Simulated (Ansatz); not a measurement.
**SiNi: stress in a strained cell**

Aim: deform SiNi (equal xx and yy strain of -1 %) and compute stress, forces and field gradients with LAPW, PAW and all-electron datasets made for the crystal.

Program: Ansatz 0.2.0. Level of theory: DFT PBE, scalar-relativistic. These are calculated values, not measurements.

## 1. The system as given

It takes space group Pmmn (No. 59, orthorhombic). The conventional cell has a = 3.027 Å, b = 3.274 Å, c = 4.698 Å, α = 90.00°, β = 90.00°, γ = 90.00°. Si (site symmetry mm2) has 6 Ni at 2.34 to 2.40 Å and 4 Si at 2.68 Å as nearest neighbours. Ni (site symmetry mm2) has 6 Si at 2.34 to 2.40 Å and 4 Ni at 2.67 Å as nearest neighbours.

Coordinates:

```
CELL_PARAMETERS angstrom
3.02662 0.00000 0.00000
0.00000 3.27350 0.00000
0.00000 0.00000 4.69776
ATOMIC_POSITIONS crystal
Si 0.50000 0.50000 0.84230
Si 0.00000 0.00000 0.15770
Ni 0.50000 0.50000 0.34422
Ni 0.00000 0.00000 0.65578
```

Atoms are numbered in the order of the input: Si1, Si2, Ni3, Ni4.

## 2. The deformed structure

Space group Pmmn before, Pmmn after.

## 3. Full-potential LAPW

Input file input.yaml:

```yaml
crystal:
  lattice:
    - [2.9963538, 0.0, 0.0]
    - [0.0, 3.240765, 0.0]
    - [0.0, 0.0, 4.69776]
  atoms:
    - { symbol: Si, position: [0.5, 0.5, 0.8423] }
    - { symbol: Si, position: [0.0, 0.0, 0.1577] }
    - { symbol: Ni, position: [0.5, 0.5, 0.34422], spin: 1.5 }
    - { symbol: Ni, position: [0.0, 0.0, 0.65578], spin: 1.5 }
magnetization:
  spin_polarized: true
kpoints:
  mp_grid: { grid: [11, 10, 7] }
  band_path:
    path:
      - [0.0, 0.0, 0.0]
      - [0.5, 0.0, 0.0]
      - [0.5, 0.5, 0.0]
      - [0.0, 0.5, 0.0]
      - [0.0, 0.0, 0.0]
      - [0.0, 0.0, 0.5]
      - [0.5, 0.0, 0.5]
      - [0.5, 0.5, 0.5]
      - [0.0, 0.5, 0.5]
    npoints: 5
scf:
  occupations: { method: fermi_dirac, width: 0.05 }
hamiltonian:
  xc: pbe
  pseudopotentials: { kind: all_electron, lapw: { basis_error: 0.001 } }
output:
  forces: true
  stress: true
  eigenvalues: true
```

On the command line:

```bash
> ansatz run input.yaml --threads 1 --pin off --max-ram 6144MiB --backend cpu --events-out ev --progress --plain --runs-dir out
```

## 4. PAW with frozen cores

Input file input.yaml:

```yaml
crystal:
  lattice:
    - [2.9963538, 0.0, 0.0]
    - [0.0, 3.240765, 0.0]
    - [0.0, 0.0, 4.69776]
  atoms:
    - { symbol: Si, position: [0.5, 0.5, 0.8423] }
    - { symbol: Si, position: [0.0, 0.0, 0.1577] }
    - { symbol: Ni, position: [0.5, 0.5, 0.34422], spin: 1.5 }
    - { symbol: Ni, position: [0.0, 0.0, 0.65578], spin: 1.5 }
magnetization:
  spin_polarized: true
kpoints:
  mp_grid: { grid: [11, 10, 7] }
scf:
  occupations: { method: fermi_dirac, width: 0.05 }
hamiltonian:
  xc: pbe
  pseudopotentials: { kind: paw }
output:
  forces: true
  stress: true
  eigenvalues: true
  efg: { contact_densities: true }
  write_density: true
  write_potential: true
  elf: true
  volumetric_format: npy
```

## 5. All-electron PAW on datasets made for the crystal

Edit input.yaml of step 4 so:

```diff
@@ -18,3 +18,3 @@
   xc: pbe
-  pseudopotentials: { kind: paw }
+  pseudopotentials: { kind: all_electron, datasets: crystal }
 output:
@@ -24,5 +24 @@
   efg: { contact_densities: true }
-  write_density: true
-  write_potential: true
-  elf: true
-  volumetric_format: npy
```

(Steps that only read results are left out.)

**Question.** What will these runs give? Wanted: pressure; largest shear or deviatoric stress.

**Answer**, as computed:

| quantity | value |
| --- | --- |
| pressure | LAPW 4.62, PAW 4.64, crystal datasets 4.63 GPa |
| largest shear or deviatoric stress (LAPW) | 0.38 GPa |

**Reading.** The largest part of the stress beyond the pressure is 0.38 GPa in size, in the yy component; the atoms are carried along and not relaxed. No run of the undeformed cell stands beside it, so the pressure holds what the given cell had before the change. PAW: stress within 0.05 GPa of LAPW, forces within 2 meV/Å. Crystal datasets: stress within 0.01 GPa of LAPW, forces within 1 meV/Å.
